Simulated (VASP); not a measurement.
# TiO2 (P4_2/mnm) in VASP: further runs, part 4 of 4

VASP 6.6.1. Earlier steps stand in the parts before.

**6. Band structure, PBE**

Input file INCAR:

```
SYSTEM = TiO2
PREC     = Accurate       ! precision mode
ENCUT    = 550            ! plane-wave cutoff, eV
EDIFF    = 1E-7           ! SCF threshold, eV
ISMEAR   = -1             ! smearing method
SIGMA    = 0.05           ! smearing width, eV
LREAL    = .False.        ! projectors in reciprocal space
LASPH    = .True.         ! aspherical terms in the spheres
NELM     = 100            ! most SCF steps
ALGO     = Normal         ! electronic algorithm
ISIF     = 2              ! what is computed and relaxed
LWAVE    = .False.        ! write WAVECAR
LCHARG   = .False.        ! write CHGCAR
LMAXMIX  = 4              ! l up to which the mixer works
GGA      = PE             ! functional
NBANDS   = 33             ! bands
```

Input file KPOINTS:

```
Automatic mesh
0
Gamma
  6 6 9
  0 0 0
```

Input file POSCAR:

```
TiO2
1.0
    4.5998373239      0.0000000000      0.0000000000
    0.0000000000      4.5998373239      0.0000000000
    0.0000000000      0.0000000000      2.9592135600
Ti O
2 4
Direct
    0.0000000000      0.0000000000      0.5000000000
    0.5000000000      0.5000000000      0.0000000000
    0.3043213200      0.3043213200      0.5000000000
    0.1956786800      0.8043213200      0.0000000000
    0.8043213200      0.1956786800      0.0000000000
    0.6956786800      0.6956786800      0.5000000000
```

Input file KPOINTS_OPT:

```
path GXMGZRAZ,XR,MA
10
line-mode
reciprocal
 0.0000000000  0.0000000000  0.0000000000  G
 0.0000000000  0.5000000000  0.0000000000  X

 0.0000000000  0.5000000000  0.0000000000  X
 0.5000000000  0.5000000000  0.0000000000  M

 0.5000000000  0.5000000000  0.0000000000  M
 0.0000000000  0.0000000000  0.0000000000  G

 0.0000000000  0.0000000000  0.0000000000  G
 0.0000000000  0.0000000000  0.5000000000  Z

 0.0000000000  0.0000000000  0.5000000000  Z
 0.0000000000  0.5000000000  0.5000000000  R

 0.0000000000  0.5000000000  0.5000000000  R
 0.5000000000  0.5000000000  0.5000000000  A

 0.5000000000  0.5000000000  0.5000000000  A
 0.0000000000  0.0000000000  0.5000000000  Z

 0.0000000000  0.5000000000  0.0000000000  X
 0.0000000000  0.5000000000  0.5000000000  R

 0.5000000000  0.5000000000  0.0000000000  M
 0.5000000000  0.5000000000  0.5000000000  A
```

Potentials or basis: VASP PAW PBE potentials, release 64 (Ti_sv_GW, O_GW).

Run with:

```
$ cat potpaw_PBE.64/Ti_sv_GW/POTCAR potpaw_PBE.64/O_GW/POTCAR > POTCAR
$ mpirun -np 1 vasp_std > vasp.out
```

OUTCAR:

```text
SYSTEM = TiO2
   PREC = Accurate
   ENCUT = 550
   EDIFF = 1E-7
   ISMEAR = -1
   LREAL = .False.
   LASPH = .True.
   NELM = 100
   ISIF = 2
   GGA = PE

 ion  position               nearest neighbor table
   1  0.000  0.000  0.500-   4 1.95   5 1.95   4 1.95   5 1.95   3 1.98   6 1.98
   2  0.500  0.500  0.000-   3 1.95   6 1.95   3 1.95   6 1.95   5 1.98   4 1.98
   3  0.304  0.304  0.500-   2 1.95   2 1.95   1 1.98
   4  0.196  0.804  0.000-   1 1.95   1 1.95   2 1.98
   5  0.804  0.196  0.000-   1 1.95   1 1.95   2 1.98
   6  0.696  0.696  0.500-   2 1.95   2 1.95   1 1.98

  LATTYP: Found a simple tetragonal cell.
 ALAT       =     4.5998373239
 C/A-ratio  =     0.6433300466

  Lattice vectors:

 A1 = (   4.5998373239,   0.0000000000,   0.0000000000)
 A2 = (   0.0000000000,   4.5998373239,   0.0000000000)
 A3 = (   0.0000000000,   0.0000000000,   2.9592135600)

Analysis of symmetry for initial positions (statically):
=====================================================================
 Subroutine PRICEL returns:
 Original cell was already a primitive cell.

 Routine SETGRP: Setting up the symmetry group for a
[... 183 lines left out ...]
 fundamental gap:      1.8568937541
 Fermi energy:         5.7035225026

 k-point     1 :       0.0000    0.0000    0.0000
  band No.  band energies     occupation
      1     -52.0859      2.00000
      2     -52.0692      2.00000
      3     -28.4022      2.00000
      4     -28.4022      2.00000
      5     -28.2380      2.00000
      6     -28.2380      2.00000
[... 853 lines left out ...]
     32      10.0185      0.00000
     33      11.3416      0.00000

 [... further k-points ...]

------------------------ aborting loop because EDIFF is reached ----------------------------------------

  FORCE on cell =-STRESS in cart. coord.  units (eV):
  Direction    XX          YY          ZZ          XY          YZ          ZX
  --------------------------------------------------------------------------------------
  -------------------------------------------------------------------------------------
  Total        1.3514184      1.3514184      1.0510687     -0.0000000      0.0000000      0.0000000
  in kB       34.5811275     34.5811275     26.8955502     -0.0000000      0.0000000      0.0000000
  external PRESSURE =      32.0192684 kB  Pullay stress =       0.0000000 kB

 VOLUME and BASIS-vectors are now :
 -----------------------------------------------------------------------------
  energy-cutoff  :      550.00
  volume of cell :       62.61
      direct lattice vectors                 reciprocal lattice vectors
     4.599837324  0.000000000  0.000000000     0.217398993  0.000000000  0.000000000
     0.000000000  4.599837324  0.000000000     0.000000000  0.217398993  0.000000000
     0.000000000  0.000000000  2.959213560     0.000000000  0.000000000  0.337927622

 POSITION                                       TOTAL-FORCE (eV/Angst)
 -----------------------------------------------------------------------------------
      0.00000      0.00000      1.47961         0.000000     -0.000000     -0.000000
      2.29992      2.29992      0.00000         0.000000     -0.000000     -0.000000
      1.39983      1.39983      1.47961         0.004226      0.004226     -0.000000
      0.90009      3.69975      0.00000        -0.004226      0.004226     -0.000000
      3.69975      0.90009      0.00000         0.004226     -0.004226      0.000000
      3.20001      3.20001      1.47961        -0.004226     -0.004226      0.000000
 -----------------------------------------------------------------------------------
    total drift:                                0.000000      0.000000      0.000000

  FREE ENERGIE OF THE ION-ELECTRON SYSTEM (eV)
  ---------------------------------------------------
  free  energy   TOTEN  =       -58.2984902823 eV

  energy  without entropy=      -58.2984902818  energy(sigma->0) =      -58.29849028
```

OSZICAR:

```text
N       E                     dE             d eps       ncg     rms          rms(c)
DAV:   1     0.996611944368E+03    0.99661E+03   -0.24215E+04  3724   0.177E+03
DAV:   2     0.689130633926E+02   -0.92770E+03   -0.87148E+03  5195   0.967E+02
[... 34 lines left out ...]
DAV:   3    -0.402122641427E+04   -0.52327E+04     4713
DAV:   4    -0.444422943600E+04   -0.42300E+03     5016
DAV:   5    -0.446350357269E+04   -0.19274E+02     4744
DAV:   6    -0.446438887857E+04   -0.88531E+00     4992
DAV:   7    -0.446444300117E+04   -0.54123E-01     4544
DAV:   8    -0.446444892598E+04   -0.59248E-02     4960
DAV:   9    -0.446444933396E+04   -0.40797E-03     4496
DAV:  10    -0.446444937949E+04   -0.45530E-04     4568
DAV:  11    -0.446444938240E+04   -0.29137E-05     3112
DAV:  12    -0.446444938264E+04   -0.24086E-06     2656
DAV:  13    -0.446444938267E+04   -0.28842E-07     2368
```

Run time: 7.3 min. Hardware: 1 thread of Intel Xeon Platinum 8488C (Sapphire Rapids), shared host; peak memory 0.29 GiB.

What came out:

| Quantity | Value |
| --- | --- |
| Free energy | -58.2985 eV |
| Pressure | 3.2 GPa |
| Largest force | 0.006 eV/Å |
| Band gap on the k mesh | 1.86 eV, direct |
| Band gap along the path | 1.86 eV, direct |

Forces in eV/Å, atoms in the order of the input:
```
Ti   0.000  0.000  0.000
Ti   0.000  0.000  0.000
O    0.004  0.004  0.000
O   -0.004  0.004  0.000
O    0.004 -0.004  0.000
O   -0.004 -0.004  0.000
```

Levels at the corners of the path, in eV from the valence-band top:
```csv
point,band 20,band 21,band 22,band 23,band 24,band 25,band 26,band 27,band 28,band 29
Γ,-1.99,-0.71,-0.46,-0.46,0.00,1.86,2.14,2.39,2.49,2.49
X,-3.07,-1.65,-1.65,-0.74,-0.74,2.52,2.52,3.01,3.01,3.55
X,-3.07,-1.65,-1.65,-0.74,-0.74,2.52,2.52,3.01,3.01,3.55
M,-2.19,-1.32,-1.32,-1.08,-1.08,1.89,1.89,2.51,2.51,3.82
M,-2.19,-1.32,-1.32,-1.08,-1.08,1.89,1.89,2.51,2.51,3.82
Γ,-1.99,-0.71,-0.46,-0.46,0.00,1.86,2.14,2.39,2.49,2.49
Γ,-1.99,-0.71,-0.46,-0.46,0.00,1.86,2.14,2.39,2.49,2.49
Z,-2.77,-2.37,-2.37,-1.43,-1.43,2.96,2.96,3.17,3.17,3.65
Z,-2.77,-2.37,-2.37,-1.43,-1.43,2.96,2.96,3.17,3.17,3.65
R,-2.38,-2.04,-2.04,-1.04,-1.04,1.91,1.91,3.19,3.19,3.90
R,-2.38,-2.04,-2.04,-1.04,-1.04,1.91,1.91,3.19,3.19,3.90
A,-2.74,-1.29,-1.29,-0.68,-0.68,2.59,2.59,3.20,3.20,3.21
A,-2.74,-1.29,-1.29,-0.68,-0.68,2.59,2.59,3.20,3.20,3.21
Z,-2.77,-2.37,-2.37,-1.43,-1.43,2.96,2.96,3.17,3.17,3.65
X,-3.07,-1.65,-1.65,-0.74,-0.74,2.52,2.52,3.01,3.01,3.55
R,-2.38,-2.04,-2.04,-1.04,-1.04,1.91,1.91,3.19,3.19,3.90
M,-2.19,-1.32,-1.32,-1.08,-1.08,1.89,1.89,2.51,2.51,3.82
A,-2.74,-1.29,-1.29,-0.68,-0.68,2.59,2.59,3.20,3.20,3.21
```

**7. Overview**

```csv
level,potentials or basis,cutoff (eV),gap on the mesh (eV),pressure (GPa),largest force (eV/Å)
RPBE,"VASP PAW PBE potentials, release 64 (Ti_sv, O)",520,1.87,-,-
PBE,"VASP PAW PBE potentials, release 64 (Ti, O)",500,1.70,7.0,0.10
PBE,"VASP PAW PBE potentials, release 64 (Ti_pv, O)",520,1.81,5.6,0.04
PBE,"VASP PAW PBE potentials, release 64 (Ti_sv_GW, O_GW)",600,1.86,3.2,0.01
PBE,"VASP PAW PBE potentials, release 64 (Ti_sv_GW, O_GW)",550,1.86,3.2,0.01
```

Alike in all rows: task band structure; no spin polarisation; cell as given; k mesh 6 × 6 × 9; smearing fermi-dirac 0.05 eV.

Caveats: the PAW data sets were made with another functional, which shifts forces and pressure a little (some runs).

Absolute energies hang on the potentials; compare differences alone.

**8. How close it comes**

Step 2. A measured gap of TiO2 is 3.03 eV (direct; 1.6 K; quoted in “Shallow Valence Band of Rutile GeO2 and P-type Doping”, 2020, arxiv:2011.08928); the calculated 1.87 eV misses it by -1.16 eV. 2 values of this kind are on record in papers (3.03 to 3.05 eV); this one was drawn at random among those near their median. The value is that of RPBE, without temperature or zero-point motion. Semilocal functionals fall short of measured gaps as a rule. The cell is a database's relaxed one, not the measured one, which moves gaps too.

Step 3. Measured gap of TiO2: 3.03 eV (direct; 1.6 K; quoted in “Shallow Valence Band of Rutile GeO2 and P-type Doping”, 2020, arxiv:2011.08928). This calculation gives 1.70 eV (-1.33 eV). 2 values of this kind are on record in papers (3.03 to 3.05 eV); this one was drawn at random among those near their median. The value is that of PBE, without temperature or zero-point motion. Semilocal functionals fall short of measured gaps as a rule. The cell is a database's relaxed one, not the measured one, which moves gaps too.

Step 4. Measured gap of TiO2: 3.03 eV (direct; 1.6 K; quoted in “Shallow Valence Band of Rutile GeO2 and P-type Doping”, 2020, arxiv:2011.08928). This calculation gives 1.81 eV (-1.22 eV). 2 values of this kind are on record in papers (3.03 to 3.05 eV); this one was drawn at random among those near their median. The value is that of PBE, without temperature or zero-point motion. Semilocal functionals fall short of measured gaps as a rule. The cell is a database's relaxed one, not the measured one, which moves gaps too.

Step 5. A measured gap of TiO2 is 3.03 eV (direct; 1.6 K; quoted in “Shallow Valence Band of Rutile GeO2 and P-type Doping”, 2020, arxiv:2011.08928); the calculated 1.86 eV misses it by -1.17 eV. 2 values of this kind are on record in papers (3.03 to 3.05 eV); this one was drawn at random among those near their median. The value is that of PBE, without temperature or zero-point motion. Semilocal functionals fall short of measured gaps as a rule. The cell is a database's relaxed one, not the measured one, which moves gaps too.

Step 6. Against the measured gap of TiO2, 3.03 eV (direct; 1.6 K; quoted in “Shallow Valence Band of Rutile GeO2 and P-type Doping”, 2020, arxiv:2011.08928), the calculated 1.86 eV is off by -1.17 eV. 2 values of this kind are on record in papers (3.03 to 3.05 eV); this one was drawn at random among those near their median. The value is that of PBE, without temperature or zero-point motion. Semilocal functionals fall short of measured gaps as a rule. The cell is a database's relaxed one, not the measured one, which moves gaps too.
